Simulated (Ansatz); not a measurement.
# Cobalt, hcp under PBEsol: from relaxation to bulk modulus, part 2 of 2

The plan for cobalt in the hcp structure: relax it, solve it on a dense k-mesh, switch on spin-orbit coupling, then scale the cell to 7 volumes from 88 to 112 % of the relaxed one and try a fit of the equation of state. The start is ferromagnetic. The k-meshes are 14×14×8 for the relaxation; 24×24×13 for the dense run; 15×15×8 for spin-orbit coupling; 24×24×13 for the volumes. It starts from a deposited cell (COD).

Ansatz 0.2.0; DFT, PBEsol, plane waves (420 eV) with PAW, scalar-relativistic.

## (8) Volume × 1.0

Contents of input.yaml:

```yaml
crystal:
  lattice:
    - [2.4538478462, 0.0, 0.0]
    - [-1.2269239231, 2.1250945719, 0.0]
    - [0.0, 0.0, 3.9676416163]
  atoms:
    - { symbol: Co, position: [0.3333333333, 0.6666666667, 0.25], spin: 1.634 }
    - { symbol: Co, position: [0.6666666667, 0.3333333333, 0.75], spin: 1.634 }
hamiltonian:
  xc: pbesol
  pseudopotentials:
    kind: paw
    azcp:
      Co: "pseudopotentials/Co.paw.azcp"
basis:
  ecutwfc: 420
  fft_grid_basis: typed
kpoints:
  mp_grid: { grid: [24, 24, 13], shift: [0, 0, 0] }
magnetization:
  spin_polarized: true
scf:
  occupations: { method: fermi_dirac, width: 0.05 }
output:
  stress: true
```

The log of the run (excerpt; [...] marks lines left out):

```text
Warning: <dir> the record states the generating functional pbe (its physics header spells it `PBE`), which answers neither for hamiltonian.xc's functional nor for the pbesol family's — results may be inconsistent (PPs are generated against a specific XC)
[...]
Pseudopotentials: kind: paw
Pseudopotential: Co, paw, valence charge 17, recommended cutoff 420 eV (normal), <dir>
Functional definition: PBEsol
[...]
Crystal: 2 atoms, lattice volume = 20.690 Å³
Basis set: ecut = 420 eV, 391 PW (Γ)
Bands: 23, of which v1, the nominal top of the filled ones, is band 17 counted from 1 (16 counted from 0)
Symmetry: 24 space group operations
Space group: P63/mmc (ITA 194), of the structure as read, at distance tolerance 2.7e-5 Å
Magnetic group: BNS 194.263 (UNI 1493), of the structure as read, at distance tolerance 2.7e-5 Å
k-points: 427 of 7488
[...]
Starting moments: Σ|m| = 3.268 μB on 2 of 2 sites
[...]
SCF iter   1: F=—  HF=-10185.652839 eV  |F-HF|=—  |Δ(HF+E_count)|=         —  Δρ=1.24e-1 (↑4.70e-2 ↓1.24e-1)  dr2=3.41e0  dr2_m=2.82e-1  M=3.204 μB ∫|m|=3.318 μB  β_m=0.30  ethr=3.10e-3  ⟨swp⟩=5.2  Hψ=73577  notcnv=0
[...]
SCF iter  10: F=-10185.992081 eV  HF=-10185.992081 eV  |F-HF|=1.71e-10  |Δ(HF+E_count)|=   2.14e-9  Δρ=1.23e-6 (↑3.97e-7 ↓1.23e-6)  dr2=2.84e-10  dr2_m=3.41e-11  M=3.140 μB ∫|m|=3.416 μB  ethr=5.05e-12  ⟨swp⟩=1.0  Hψ=57433  notcnv=0
[...]
SCF converged after 10 iterations
Magnetization: 3.1398 μB (18.5699 up, 15.4301 down)
Absolute magnetization: 3.4174 μB (∫|ρ↑−ρ↓|, with the PAW one-centre terms)
Spin contamination: 0.0454 ħ² per cell (⟨S²⟩ above its minimum at these occupations)
Per-site moments (μB) at R_I (Å): [(1.6341370174797323, 1.0055755148174594), (1.634137017479733, 1.0055755148174594)]
Free energy (F): -10185.992081 eV
[...]
E sigma→0 (E₀):  -10185.985150 eV
Entropy (-TS):   -0.013863 eV (-6.931 meV/atom)
Fermi energy:    19.594566 eV
[...]
--- Stress (GPa, compression-positive) ---
        0.734761       0.000000      -0.000000
        0.000000       0.734761      -0.000000
       -0.000000      -0.000000       0.400444
  P = ⅓ Tr σ = 0.6233 GPa (6.233 kbar)
```

It took 35 s on 1 thread of an x86-64 CPU, shared host; peak memory 0.71 GiB.

## (9) Volume × 1.04

input.yaml, as its differences from that of step 8:

```diff
@@ -2,5 +2,5 @@
   lattice:
-    - [2.4538478462, 0.0, 0.0]
-    - [-1.2269239231, 2.1250945719, 0.0]
-    - [0.0, 0.0, 3.9676416163]
+    - [2.486139021, 0.0, 0.0]
+    - [-1.2430695105, 2.1530595495, 0.0]
+    - [0.0, 0.0, 4.0198534145]
   atoms:
```

The log of the run (excerpt; [...] marks lines left out):

```text
Warning: <dir> the record states the generating functional pbe (its physics header spells it `PBE`), which answers neither for hamiltonian.xc's functional nor for the pbesol family's — results may be inconsistent (PPs are generated against a specific XC)
[...]
Pseudopotentials: kind: paw
Pseudopotential: Co, paw, valence charge 17, recommended cutoff 420 eV (normal), <dir>
Functional definition: PBEsol
[...]
Crystal: 2 atoms, lattice volume = 21.517 Å³
Basis set: ecut = 420 eV, 391 PW (Γ)
Bands: 23, of which v1, the nominal top of the filled ones, is band 17 counted from 1 (16 counted from 0)
Symmetry: 24 space group operations
Space group: P63/mmc (ITA 194), of the structure as read, at distance tolerance 2.8e-5 Å
Magnetic group: BNS 194.263 (UNI 1493), of the structure as read, at distance tolerance 2.8e-5 Å
k-points: 427 of 7488
[...]
Starting moments: Σ|m| = 3.268 μB on 2 of 2 sites
[...]
SCF iter   1: F=—  HF=-10185.681486 eV  |F-HF|=—  |Δ(HF+E_count)|=         —  Δρ=1.27e-1 (↑3.27e-2 ↓1.27e-1)  dr2=3.10e0  dr2_m=4.40e-1  M=3.331 μB ∫|m|=3.457 μB  β_m=0.30  ethr=3.10e-3  ⟨swp⟩=5.4  Hψ=73921  notcnv=0
[...]
SCF iter  10: F=-10185.971747 eV  HF=-10185.971747 eV  |F-HF|=1.30e-9  |Δ(HF+E_count)|=  1.00e-10  Δρ=2.37e-6 (↑1.21e-6 ↓2.37e-6)  dr2=1.54e-9  dr2_m=7.30e-11  M=3.210 μB ∫|m|=3.505 μB  ethr=9.47e-12  ⟨swp⟩=1.4  Hψ=49489  notcnv=0
[...]
SCF converged after 10 iterations
Magnetization: 3.2096 μB (18.6048 up, 15.3952 down)
Absolute magnetization: 3.5062 μB (∫|ρ↑−ρ↓|, with the PAW one-centre terms)
Spin contamination: 0.0502 ħ² per cell (⟨S²⟩ above its minimum at these occupations)
Per-site moments (μB) at R_I (Å): [(1.6732145249324222, 1.0188082890846943), (1.673214524932422, 1.0188082890846943)]
Free energy (F): -10185.971747 eV
[...]
E sigma→0 (E₀):  -10185.964558 eV
Entropy (-TS):   -0.014376 eV (-7.188 meV/atom)
Fermi energy:    18.695691 eV
[...]
--- Stress (GPa, compression-positive) ---
       -8.081180      -0.000000       0.000000
       -0.000000      -8.081180       0.000000
        0.000000       0.000000      -8.333342
  P = ⅓ Tr σ = -8.1652 GPa (-81.652 kbar)
```

Run time: 38 s. Hardware: 1 thread of an x86-64 CPU, shared host; peak memory 0.72 GiB.

## (10) Volume × 1.08

input.yaml, as its differences from that of step 9:

```diff
@@ -2,5 +2,5 @@
   lattice:
-    - [2.486139021, 0.0, 0.0]
-    - [-1.2430695105, 2.1530595495, 0.0]
-    - [0.0, 0.0, 4.0198534145]
+    - [2.5176124763, 0.0, 0.0]
+    - [-1.2588062381, 2.1803163614, 0.0]
+    - [0.0, 0.0, 4.0707430373]
   atoms:
```

The log of the run (excerpt; [...] marks lines left out):

```text
Warning: <dir> the record states the generating functional pbe (its physics header spells it `PBE`), which answers neither for hamiltonian.xc's functional nor for the pbesol family's — results may be inconsistent (PPs are generated against a specific XC)
[...]
Pseudopotentials: kind: paw
Pseudopotential: Co, paw, valence charge 17, recommended cutoff 420 eV (normal), <dir>
Functional definition: PBEsol
[...]
Crystal: 2 atoms, lattice volume = 22.345 Å³
Basis set: ecut = 420 eV, 415 PW (Γ)
Bands: 23, of which v1, the nominal top of the filled ones, is band 17 counted from 1 (16 counted from 0)
Symmetry: 24 space group operations
Space group: P63/mmc (ITA 194), of the structure as read, at distance tolerance 2.8e-5 Å
Magnetic group: BNS 194.263 (UNI 1493), of the structure as read, at distance tolerance 2.8e-5 Å
k-points: 427 of 7488
[...]
Starting moments: Σ|m| = 3.268 μB on 2 of 2 sites
[...]
SCF iter   1: F=—  HF=-10185.641322 eV  |F-HF|=—  |Δ(HF+E_count)|=         —  Δρ=1.27e-1 (↑2.21e-2 ↓1.27e-1)  dr2=2.81e0  dr2_m=5.76e-1  M=3.421 μB ∫|m|=3.559 μB  β_m=0.30  ethr=3.10e-3  ⟨swp⟩=5.5  Hψ=74086  notcnv=0
[...]
SCF iter  10: F=-10185.910694 eV  HF=-10185.910694 eV  |F-HF|=1.40e-9  |Δ(HF+E_count)|=  2.55e-11  Δρ=2.29e-6 (↑1.29e-6 ↓2.29e-6)  dr2=1.65e-9  dr2_m=5.58e-11  M=3.267 μB ∫|m|=3.582 μB  ethr=1.11e-11  ⟨swp⟩=1.6  Hψ=50817  notcnv=0
[...]
SCF converged after 10 iterations
Magnetization: 3.2670 μB (18.6335 up, 15.3665 down)
Absolute magnetization: 3.5827 μB (∫|ρ↑−ρ↓|, with the PAW one-centre terms)
Spin contamination: 0.0549 ħ² per cell (⟨S²⟩ above its minimum at these occupations)
Per-site moments (μB) at R_I (Å): [(1.705987232267283, 1.0317059657353045), (1.7059872322672833, 1.0317059657353045)]
Free energy (F): -10185.910694 eV
[...]
E sigma→0 (E₀):  -10185.903309 eV
Entropy (-TS):   -0.014770 eV (-7.385 meV/atom)
Fermi energy:    17.864988 eV
[...]
--- Stress (GPa, compression-positive) ---
      -15.199720      -0.000000      -0.000000
        0.000000     -15.199720      -0.000000
       -0.000000      -0.000000     -15.225886
  P = ⅓ Tr σ = -15.2084 GPa (-152.084 kbar)
```

Wall time 46 s (1 thread of an x86-64 CPU, shared host); peak memory 0.73 GiB.

## (11) Volume × 1.12

input.yaml, as its differences from that of step 10:

```diff
@@ -2,5 +2,5 @@
   lattice:
-    - [2.5176124763, 0.0, 0.0]
-    - [-1.2588062381, 2.1803163614, 0.0]
-    - [0.0, 0.0, 4.0707430373]
+    - [2.5483180937, 0.0, 0.0]
+    - [-1.2741590468, 2.2069082061, 0.0]
+    - [0.0, 0.0, 4.1203911381]
   atoms:
```

The log of the run (excerpt; [...] marks lines left out):

```text
Warning: <dir> the record states the generating functional pbe (its physics header spells it `PBE`), which answers neither for hamiltonian.xc's functional nor for the pbesol family's — results may be inconsistent (PPs are generated against a specific XC)
[...]
Pseudopotentials: kind: paw
Pseudopotential: Co, paw, valence charge 17, recommended cutoff 420 eV (normal), <dir>
Functional definition: PBEsol
[...]
Crystal: 2 atoms, lattice volume = 23.173 Å³
Basis set: ecut = 420 eV, 463 PW (Γ)
Bands: 23, of which v1, the nominal top of the filled ones, is band 17 counted from 1 (16 counted from 0)
Symmetry: 24 space group operations
Space group: P63/mmc (ITA 194), of the structure as read, at distance tolerance 2.9e-5 Å
Magnetic group: BNS 194.263 (UNI 1493), of the structure as read, at distance tolerance 2.9e-5 Å
k-points: 427 of 7488
[...]
Starting moments: Σ|m| = 3.268 μB on 2 of 2 sites
[...]
SCF iter   1: F=—  HF=-10185.549219 eV  |F-HF|=—  |Δ(HF+E_count)|=         —  Δρ=1.27e-1 (↑1.35e-2 ↓1.27e-1)  dr2=2.53e0  dr2_m=7.09e-1  M=3.500 μB ∫|m|=3.649 μB  β_m=0.30  ethr=3.10e-3  ⟨swp⟩=5.5  Hψ=74160  notcnv=0
[...]
SCF iter  10: F=-10185.817003 eV  HF=-10185.817003 eV  |F-HF|=1.25e-9  |Δ(HF+E_count)|=  9.06e-10  Δρ=2.46e-6 (↑1.19e-6 ↓2.46e-6)  dr2=1.64e-9  dr2_m=9.04e-11  M=3.313 μB ∫|m|=3.647 μB  ethr=3.18e-12  ⟨swp⟩=1.1  Hψ=53510  notcnv=0
[...]
SCF converged after 10 iterations
Magnetization: 3.3125 μB (18.6563 up, 15.3437 down)
Absolute magnetization: 3.6474 μB (∫|ρ↑−ρ↓|, with the PAW one-centre terms)
Spin contamination: 0.0597 ħ² per cell (⟨S²⟩ above its minimum at these occupations)
Per-site moments (μB) at R_I (Å): [(1.7327349551116815, 1.044288985922014), (1.7327349551116804, 1.044288985922014)]
Free energy (F): -10185.817003 eV
[...]
E sigma→0 (E₀):  -10185.809394 eV
Entropy (-TS):   -0.015219 eV (-7.609 meV/atom)
Fermi energy:    17.095084 eV
[...]
--- Stress (GPa, compression-positive) ---
      -20.929213       0.000000       0.000000
        0.000000     -20.929213      -0.000000
        0.000000      -0.000000     -20.689854
  P = ⅓ Tr σ = -20.8494 GPa (-208.494 kbar)
```

It took 77 s on 1 thread of an x86-64 CPU, shared host; peak memory 0.74 GiB.

## (12) Energy and pressure against volume

The cell was scaled evenly, with its shape and the fractional positions fixed.

| V (Å³/atom) | E − E₀ (meV/atom) | P from the stress (GPa) | P from the fit (GPa) | largest moment (μB) |
| --- | --- | --- | --- | --- |
| 9.104 | 152.3 | 43.39 | 43.84 | 1.51 |
| 9.517 | 63.1 | 25.86 | 25.87 | 1.56 |
| 9.931 | 15.3 | 11.73 | 11.72 | 1.59 |
| 10.345 | 0.2 | 0.62 | 0.55 | 1.63 |
| 10.759 | 10.5 | -8.17 | -8.28 | 1.67 |
| 11.173 | 41.1 | -15.21 | -15.25 | 1.71 |
| 11.586 | 88.0 | -20.85 | -20.76 | 1.73 |

A third-order Birch-Murnaghan fit gives V₀ = 10.368 Å³/atom, B₀ = 245 GPa and B₀′ = 4.9; it misses no point by more than 0.13 meV/atom.

## (13) Outcome

What follows sums up all 2 parts.

```
                               quantity                                   value
         space group (spins left aside)                      P6_3/mmc (No. 194)
                      conventional cell  a = 2.454 Å, c = 3.968 Å (c/a = 1.617)
                                 volume                          10.345 Å³/atom
                      shortest distance                                 2.438 Å
            against the measured volume                 -6.6 % (11.074 Å³/atom)
                        gap on the mesh            none (levels filled in part)
                         magnetic state   ferromagnetic, up to 1.63 μB per atom
magnetic state with spin-orbit coupling   ferromagnetic, up to 1.61 μB per atom
                            V₀, B₀, B₀′            10.368 Å³/atom, 245 GPa, 4.9
```

The relaxed volume lies 6.6 % below the deposited cell. The final state is ferromagnetic (largest moment 1.63 μB). Levels at the Fermi energy are filled in part, as in a metal. In the spin-orbit run the largest spin moment goes from 1.63 to 1.61 μB; mesh and site projection of the two kinds of run can differ, so the change can't be laid on spin-orbit coupling. The total energy of the spin-orbit run lies -0.24 eV/atom from the scalar one, but the two kinds of run don't share a zero of energy: only differences within one kind count. B₀ comes out at 245 GPa; letting shape and positions relax at each volume could only lower it.
